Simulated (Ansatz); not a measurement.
**AlN: the gap against volume**

AlN, F-43m, a = 4.403 Å. This isn't the usual stable structure of the compound. Ansatz: PBE, PAW, 420 eV, Γ-centred 10×10×10 mesh on 2 atoms, Gaussian smearing 0.02 eV; no spin polarisation. Symmetry fixes shape and atoms, so the cell is only scaled; x = ln(V/V0) with V0 = 10.671 Å³/atom. The gap is read at the mesh points alone.

| x | gap y (eV) |
| --- | --- |
| -0.0619 | 3.345 |
| -0.0305 | ? |
| 0.0000 | 3.312 |
| 0.0296 | 3.294 |
| 0.0583 | 3.278 |

Problem. Fit a straight line to the other rows, give the volume deformation potential of the gap and its pressure coefficient, and predict the missing gap. B0 = 192.7 GPa.

Solution. Means x = 0.006500, y = 3.3073; Σ(Δx)² = 0.007938, ΣΔxΔy = -0.004434; the slope is their ratio. y = 3.3109 − 0.55863 x. The slope is the deformation potential a = dE_g/d ln V = -0.56 eV, and dE_g/dP = −a/B0 = 2.90 meV/GPa. At x = -0.0305 the fit asked for gives 3.328 eV. The run gave 3.329 eV, so the fit is 0.001 eV too low, within twice the rms miss on the fitted rows (0.0006 eV).

Semilocal functionals give gaps under the measured ones; changes of the gap mostly carry over better.